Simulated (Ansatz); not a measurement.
**WS2 (P6_3/mmc), ideal shear of a crystal plane**

Method: Ansatz 0.2.0, DFT PBE+D3(BJ), scalar-relativistic, plane waves, PAW. The runs took a 420 eV cutoff, a Γ-centred 10×10×3 mesh and Gaussian smearing (0.05 eV). Spin–orbit coupling is left out, which can shift energies with elements as heavy as these. No spin polarisation. Energies are free energies at this smearing, counted from the undisturbed cell; pressure is positive in compression.

Reference structure (relaxed at this level):

```xyz
6
Lattice="-3.1542 0.0000 0.0000 -1.5771 -2.7316 0.0000 0.0000 0.0000 12.1399" Properties=species:S:1:pos:R:3 pbc="T T T"
W    -1.5771   -0.9105    3.0350
W    -3.1542   -1.8211    9.1049
S    -1.5771   -0.9105    7.5302
S    -3.1542   -1.8211    1.4603
S    -1.5771   -0.9105   10.6796
S    -3.1542   -1.8211    4.6097
```

The cut lies on the cell's a–b face, a (0 0 1) plane (indices in the standard cell, whose axes needn't be the Cartesian ones shown) of area 8.62 Å², between layers 2.92 Å apart. Vector c is tilted by f times 1·a + 0·b (length 3.154 Å) with the atoms' Cartesian places fixed: one unrelaxed fault a cell. The traction is dγ/du, the slope of γ against the slip u in Å. Some rows repeat others by symmetry and weren't run.

| f | γ (mJ/m²) | traction (GPa) |
| --- | --- | --- |
| 0.0000 | 0 | 0.0 |
| 0.1000 | 18 | 1.1 |
| 0.2000 | 65 | 1.8 |
| 0.3000 | 127 | 1.9 |
| 0.4000 | 179 | 1.3 |
| 0.5000 | 200 | 0.0 |
| 0.6000 | 179 | -1.3 |
| 0.7000 | 127 | -1.9 |
| 0.8000 | 65 | -1.8 |
| 0.9000 | 18 | -1.1 |

Problem. Read off the first barrier and the stress needed to climb it, and compare with Frenkel's sinusoid.

Solution. The first sampled maximum lies at f = 0.500, a slip of 1.58 Å, with γ ≈ 200 mJ/m², which stands in for the unstable fault energy γ_us, and the steepest sampled slope before it is 1.9 GPa. A sinusoid γ = γ_us sin²(πu/λ) with its maximum there has λ = 3.15 Å and a largest slope πγ_us/λ = 2.0 GPa (1 mJ/m² per Å = 0.01 GPa). The stand-in is too high: the stress and forces give a traction of 3.4 GPa across the line at this point, so it is no saddle, and slip that bends off the line crosses lower.

Problem. Is there a metastable fault on this line?

Solution. Apart from points where γ returns to about zero, no local minimum shows among the samples, so at this sampling the line offers no fault for a dislocation to split on; a fault can still lie off the line.

The cut is rigid; relaxing the faces lowers these energies and usually the stresses.

Cost: 6 runs of about 2.6 core-minutes in all, on Arm Neoverse V2 (shared hosts).